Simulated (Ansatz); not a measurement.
# Ge: stress in a strained cell

Aim: deform Ge (equal xy, yz and zx engineering shear strains of -3 %) and compute stress, forces and field gradients with LAPW, PAW and all-electron datasets made for the crystal.

Computed with Ansatz 0.2.0 (DFT PBEsol, scalar-relativistic, unless a step's input says otherwise).

### Step 1. The structure to begin with

The structure is hexagonal, space group P6_3/mmc (No. 194). The conventional cell has a = 3.998 Å, b = 3.998 Å, c = 6.599 Å, α = 90.00°, β = 90.00°, γ = 120.00°. Ge (site symmetry 3m) has 4 Ge at 2.45 to 2.47 Å as nearest neighbours.

As a file:

```
CELL_PARAMETERS angstrom
3.99759 0.00000 0.00000
-1.99879 3.46201 0.00000
0.00000 0.00000 6.59938
ATOMIC_POSITIONS crystal
Ge 0.66667 0.33333 0.06290
Ge 0.33333 0.66667 0.56290
Ge 0.66667 0.33333 0.43710
Ge 0.33333 0.66667 0.93710
```

Atoms are numbered in the order of the input: Ge1, Ge2, Ge3, Ge4.

### Step 2. After the deformation

Space group P6_3/mmc before, P-1 after.

### Step 3. LAPW, all electrons

input.yaml

```yaml
crystal:
  lattice:
    - [3.9975858431, -0.0599637876, -0.0599637876]
    - [-2.050723085, 3.4919927878, -0.0219482696]
    - [-0.0989906692, -0.0989906692, 6.59937795]
  atoms:
    - { symbol: Ge, position: [0.6666666667, 0.3333333333, 0.06290125] }
    - { symbol: Ge, position: [0.3333333333, 0.6666666667, 0.56290125] }
    - { symbol: Ge, position: [0.6666666667, 0.3333333333, 0.43709875] }
    - { symbol: Ge, position: [0.3333333333, 0.6666666667, 0.93709875] }
kpoints:
  mp_grid: { grid: [11, 11, 6] }
  band_path:
    path:
      - [0.0, 0.0, 0.0]
      - [0.0, 0.0, 0.5]
      - [-0.5, 0.5, 0.0]
      - [0.0, 0.0, 0.0]
      - [0.0, -0.5, 0.0]
      - [-0.5, 0.0, 0.5]
      - [0.0, 0.0, 0.0]
      - [-0.5, 0.0, 0.0]
      - [0.0, -0.5, 0.5]
    npoints: 5
scf:
  occupations: { method: fermi_dirac, width: 0.05 }
hamiltonian:
  xc: pbesol
  pseudopotentials: { kind: all_electron, lapw: { basis_error: 0.001 } }
output:
  forces: true
  stress: true
  eigenvalues: true
```

On the command line:

```sh
$ ansatz run input.yaml --threads 1 --pin off --max-ram 6144MiB --backend cpu --events-out ev --progress --plain --runs-dir out
```

### Step 4. Frozen-core PAW

input.yaml: that of step 3 with these lines changed.

```diff
@@ -12,14 +12,2 @@
   mp_grid: { grid: [11, 11, 6] }
-  band_path:
-    path:
-      - [0.0, 0.0, 0.0]
-      - [0.0, 0.0, 0.5]
-      - [-0.5, 0.5, 0.0]
-      - [0.0, 0.0, 0.0]
-      - [0.0, -0.5, 0.0]
-      - [-0.5, 0.0, 0.5]
-      - [0.0, 0.0, 0.0]
-      - [-0.5, 0.0, 0.0]
-      - [0.0, -0.5, 0.5]
-    npoints: 5
 scf:
@@ -28,3 +16,3 @@
   xc: pbesol
-  pseudopotentials: { kind: all_electron, lapw: { basis_error: 0.001 } }
+  pseudopotentials: { kind: paw }
 output:
@@ -33 +21,6 @@
   eigenvalues: true
+  efg: { contact_densities: true }
+  write_density: true
+  write_potential: true
+  elf: true
+  volumetric_format: npy
```

### Step 5. Datasets made for this crystal

input.yaml: that of step 4 with these lines changed.

```diff
@@ -16,3 +16,3 @@
   xc: pbesol
-  pseudopotentials: { kind: paw }
+  pseudopotentials: { kind: all_electron, datasets: crystal }
 output:
@@ -22,5 +22 @@
   efg: { contact_densities: true }
-  write_density: true
-  write_potential: true
-  elf: true
-  volumetric_format: npy
```

(Steps that only read results are left out.)

Q: Predict the outcome of this session. Wanted: pressure; largest shear or deviatoric stress.

**Answer**, as computed:

```
                                 quantity                                           value
                                 pressure  LAPW 0.10, PAW 0.10, crystal datasets 0.09 GPa
largest shear or deviatoric stress (LAPW)                                        2.05 GPa
```

The largest part of the stress beyond the pressure is 2.05 GPa in size, in the xy component; the atoms are carried along and not relaxed. No run of the undeformed cell stands beside it, so the pressure holds what the given cell had before the change. PAW: stress within 0.01 GPa of LAPW, forces within 1 meV/Å. Crystal datasets: stress within 0.01 GPa of LAPW, forces within 1 meV/Å.
